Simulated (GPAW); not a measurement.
# CuO (Tenorite) (Cc) in GPAW: equation of state

Aim: energy against volume of CuO (Tenorite) in PBEsol, for its equilibrium volume and stiffness.

Program: GPAW 26.7.0. These are calculated values, not measurements. Logs are shortened: lines on timing, memory, paths and dates and some standing lists are left out, and cuts for length are marked. The log counts tension as positive stress, the text compression.

## Step 1: The crystal as given

It takes space group Cc (No. 9, monoclinic). The conventional cell has a = 4.689 Å, b = 3.427 Å, c = 5.132 Å, α = 90.00°, β = 99.65°, γ = 90.00°. Around Cu (site symmetry 1) lie 4 O at 1.91 to 2.02 Å. O (site symmetry 1) has 4 Cu at 1.91 to 2.02 Å as nearest neighbours.

## Step 2: Equation of state, PBEsol

Contents of run.py:

```python
from ase import Atoms
from ase.eos import EquationOfState
from ase.io import Trajectory
from ase.units import GPa
from ase.parallel import parprint
from gpaw import GPAW, PW, setup_paths

setup_paths.insert(0, '.')

atoms = Atoms(['Cu', 'Cu', 'O', 'O'],
              cell=[[2.34465, -1.7134, 0.0],
                    [2.34465, 1.7134, 0.0],
                    [-0.8605543552, 0.0, 5.0594363927]],
              scaled_positions=[[0.4968, 0.0032, 0.5],
                                [0.0032, 0.4968, 0.0],
                                [0.4056, 0.5714, 0.7537],
                                [0.5714, 0.4056, 0.2537]],
              pbc=True)

traj = Trajectory('eos.traj', 'w')
volumes, energies = [], []
for x in [0.94, 0.96, 0.98, 1.0, 1.02, 1.04, 1.06]:
    a = atoms.copy()
    a.set_cell(atoms.cell * x**(1 / 3), scale_atoms=True)
    calc = GPAW(mode=PW(800),
                xc='PBEsol',
                kpts={'size': (10, 10, 5), 'gamma': True},
                occupations={'name': 'fermi-dirac', 'width': 0.05},
                nbands=33,
                convergence={'density': 1e-05, 'energy': 1e-05},
                maxiter=150,
                txt=f'eos-{x:.2f}.txt')
    a.calc = calc
    energies.append(a.get_potential_energy(force_consistent=True))
    volumes.append(a.get_volume())
    p = -a.get_stress()[:3].mean() / GPa
    calc.write(f'eos-{x:.2f}.gpw')
    traj.write(a)
    parprint(f'{x:.2f} {volumes[-1]:10.4f} A^3 {energies[-1]:14.6f} eV {p:9.3f} GPa', flush=True)

v0, e0, B = EquationOfState(volumes, energies, eos='birchmurnaghan').fit()
parprint(f'V0 = {v0:.4f} A^3, E0 = {e0:.6f} eV, B0 = {B / GPa:.2f} GPa')
```

Potentials or basis: PAW data sets generated in the run's folder for this functional, pw.

Run with:

```bash
$ gpaw-setup -f PBEsol Cu O
$ OMP_NUM_THREADS=1 mpirun -n 4 gpaw python run.py
```

The log of the run:

```text
__  _  _
 | _ |_)|_||  |
 |__||  | ||/\| - 26.7.0

Input parameters:
  mode=PW(ecut=800.0),
  convergence={'density': 1e-05, 'energy': 1e-05},
  kpts=MonkhorstPack(size=(10, 10, 5), gamma=True),
  maxiter=150,
  nbands=33,
  occupations=Occupations(name='fermi-dirac', width=0.05),
  xc=XC(name='PBEsol')

Diagonalizing LCAO Hamiltonian
Converting LCAO to pw mode

          O

       Cu
          O
         Cu

Atoms  # Å, Bohr magnetons
|   | symbol |        x |         y |        z |    initial magnetic moments |
|---|--------|----------|-----------|----------|-----------------------------|
| 0 |     Cu | 0.726900 | -0.828470 | 2.478077 | ( 0.0000,  0.0000,  0.0000) |
| 1 |     Cu | 1.148393 |  0.828470 | 0.000000 | ( 0.0000,  0.0000,  0.0000) |
| 2 |      O | 1.608601 |  0.278283 | 3.735453 | ( 0.0000,  0.0000,  0.0000) |
| 3 |      O | 2.030095 | -0.278283 | 1.257376 | ( 0.0000,  0.0000,  0.0000) |

Unit cell  # Å
| periodic |         x |         y |        z |  lengths |    angles |
|----------|-----------|-----------|----------|----------|-----------|
|      yes |  2.296787 | -1.678423 | 0.000000 | 2.844702 | 97.780819 |
|      yes |  2.296787 |  1.678423 | 0.000000 | 2.844702 | 97.780819 |
|      yes | -0.842987 |  0.000000 | 4.956154 | 5.027334 | 72.316432 |

Number of symmetries: 1
Symmetry operations  # r_c * U_cc + t_c -> r_c
|   | kind |            matrix            |
|---|------|------------------------------|
| 0 |  E   |  1, 0, 0,  0, 1, 0,  0, 0, 1 |

BZ-sampling:
  Number of BZ points: 500
  Number of IBZ points: 252

  Monkhorst-Pack size: [10, 10, 5]
  Monkhorst-Pack shift: [0.05, 0.05, 0.0]

K-points  # in reciprocal-cell coordinates
|     |                                coordinates |     weight |
|-----|--------------------------------------------|------------|
|   0 | (  0.00000000,   0.00000000,   0.00000000) | 0.00200000 |
|   1 | (  0.00000000,   0.00000000,   0.20000000) | 0.00400000 |
|   2 | (  0.00000000,   0.00000000,   0.40000000) | 0.00400000 |
|   3 | (  0.00000000,   0.10000000,  -0.40000000) | 0.00400000 |
|   4 | (  0.00000000,   0.10000000,  -0.20000000) | 0.00400000 |
|   5 | (  0.00000000,   0.10000000,   0.00000000) | 0.00400000 |
|   6 | (  0.00000000,   0.10000000,   0.20000000) | 0.00400000 |
|   7 | (  0.00000000,   0.10000000,   0.40000000) | 0.00400000 |
|   8 | (  0.00000000,   0.20000000,  -0.40000000) | 0.00400000 |
|   9 | (  0.00000000,   0.20000000,  -0.20000000) | 0.00400000 |
| ... |                                            |            |
| 251 | (  0.50000000,   0.50000000,   0.40000000) | 0.00400000 |

Plane wave coefficients: 1993
Cutoff: 800.0 eV

Spin-components: 1 (collinear spins)
Bands:           33
Projectors:      22
Spin-degeneracy: 2
Datatype:        complex128

Parallelization:
  kpt:    4
  domain: 1
  band:   1

Density:
  Valence electrons: 34.0
  Components: 1
  Grid points: [20 20 35]
  Charge: 0.0  # |e|

Potential:
  Grid points: [20 20 35]

species:
  Cu:
    name:    Copper
    Z:       29.0
    valence: 11
    core:    18
    charge:  0.0  # [|e|]
    compensation charges:
      type: gauss
      rc: 0.33  # [Å]
      lmax: 2
    cutoffs:
      filter: 2.06  # [Å]
      core: 2.43  # [Å]
    projectors
    | kind |    occ | energy [eV] | rcut [Å] |
    |------|--------|-------------|----------|
    |   4s |  1.000 |      -4.607 |    1.164 |
    |   4p |  0.000 |      -0.637 |    1.164 |
    |   3d | 10.000 |      -5.060 |    1.058 |
    |    s |        |      22.604 |    1.164 |
    |    p |        |      26.574 |    1.164 |
    |    d |        |      22.151 |    1.058 |

    Using partial waves for Cu as LCAO basis

  O:
    name:    Oxygen
    Z:       8.0
    valence: 6
    core:    2
    charge:  0.0  # [|e|]
    compensation charges:
      type: gauss
      rc: 0.21  # [Å]
      lmax: 2
    cutoffs:
      filter: 1.17  # [Å]
      core: 0.83  # [Å]
    projectors
    | kind |    occ | energy [eV] | rcut [Å] |
    |------|--------|-------------|----------|
    |   2s |  2.000 |     -23.808 |    0.688 |
    |   2p |  4.000 |      -8.972 |    0.598 |
    |    s |        |       3.404 |    0.688 |
    |    p |        |      18.239 |    0.598 |
    |    d |        |       0.000 |    0.619 |

    Using partial waves for O as LCAO basis

Reference energy: -94036.894853  # eV

eigensolver:
  PPCG
  Converge bands: occupied
  niter=2

density mixing:
  MSR1-Mixer
  Pratt-step length: 0.05
  Maximum mixing coefficient: 0.75
  Old densities: 10
  SVD Regularization: 0.005
  Good broyden scale: 1.0
  Trust region scale: 1.0
  Backstep threshold: 4.0
  History deletion threshold: 6.0
  Fourier metric: weight=20.0, sigma=0.015

occupation numbers:
  Fermi-Dirac:
    width: 0.0500  # eV

poisson solver:
  ecut: 6400.0  # eV

xc functional:
  name: PBEsol with 2 nearest neighbor stencil

convergence criteria:
- Maximum integral of absolute [dens]ity change: 1e-05 electrons / valence electron
- Maximum [total energy] change in last 3 cyles: 1e-05 eV / valence electron
- Maximum integral of absolute [eigenst]ate change: 4e-08 eV^2 / valence electron
maximum number of iterations: 150

SCF iterations
|iter     | |      energy | eigst |  dens |
|---------|-|-------------|-------|-------|
|iter:   1| |  -27.284399 | +0.24 |       |
|iter:   2| |  -24.890619 | -1.86 | -0.90 |
|iter:   3| |  -21.473984 | -1.25 | -1.00 |
|iter:   4| |  -21.422992 | -3.50 | -1.63 |
|iter:   5| |  -21.407011 | -3.29 | -1.79 |
|iter:   6| |  -21.393623 | -3.68 | -2.09 |
|iter:   7| |  -21.386318 | -4.50 | -2.27 |
|iter:   8| |  -21.386307 | -6.03 | -3.08 |
|iter:   9| |  -21.386315c| -5.88 | -3.27 |
|iter:  10| |  -21.386313c| -7.69c| -4.27 |
|iter:  11| |  -21.386313c| -8.19c| -4.63 |
|iter:  12| |  -21.386312c| -7.84c| -4.82 |
|iter:  13| |  -21.386312c| -8.73c| -5.40c|

Converged in 13 steps
Energy contributions relative to reference atoms: (reference = -94036.894853)

Energy contributions:
  Kinetic:           5.031591
  Coulomb:          -9.112461
  Zero:              0.647470
  External:          0.000000
  Xc:              -17.943836
  Entropy:          -0.018153
  Spinorbit:         0.000000
  ----------------------------
  Free energy:     -21.395389
  Extrapolated:    -21.386312

dipole moment: (-8.111769, -0.000000, -10.795661)  # |e|*Ang

Fermi level: 7.250
Eigenvalues  # (at kpt = [0.000, 0.000, 0.000])
| band index |      eig [eV] | occ [0-2] |
|------------|---------------|-----------|
|          0 |       -13.196 |     2.000 |
|        ... |               |           |
|          8 |         3.896 |     2.000 |
|          9 |         4.234 |     2.000 |
|         10 |         4.322 |     2.000 |
|         11 |         4.488 |     2.000 |
|         12 |         4.715 |     2.000 |
|         13 |         4.841 |     2.000 |
[... 8 lines left out ...]
|         22 |        23.094 |     0.000 |
|         23 |        23.776 |     0.000 |
|        ... |               |           |
|         32 |        31.654 |     0.000 |

No gap
No difference between direct/indirect transitions

Stress tensor  # eV/Ang^3
|         x |         y |         z |
|-----------|-----------|-----------|
| -0.084902 | -0.000000 |  0.022749 |
| -0.000000 | -0.069868 | -0.000000 |
|  0.022749 | -0.000000 | -0.090632 |

# Writing to eos-0.94.gpw (mode='')
```

Wall time 8.5 min (4 MPI ranks of Arm Neoverse V2, shared host); peak memory 0.44 GiB.

What came out:

```
Equilibrium volume                        : 10.20 Å³/atom
Bulk modulus at fixed shape and positions : 183 GPa
Pressure derivative of the bulk modulus   : 4.7
```

Energy against volume, from the lowest point:
```
volume (Å³/atom)  energy (meV/atom)
           9.553              26.12
           9.756              11.72
           9.959               3.20
          10.163               0.00
          10.366               1.49
          10.569               7.19
          10.772              16.63
```

Caveat: with this Cu data set, volumes or pressures lay over 1.5 % or 2 GPa off other programs in two to four cells of ten; the cell was scaled at fixed shape and fractional positions, which overstates the stiffness of a crystal with free parameters, most of all of layers and chains; the run has no spin polarisation, though such a crystal can be magnetic.
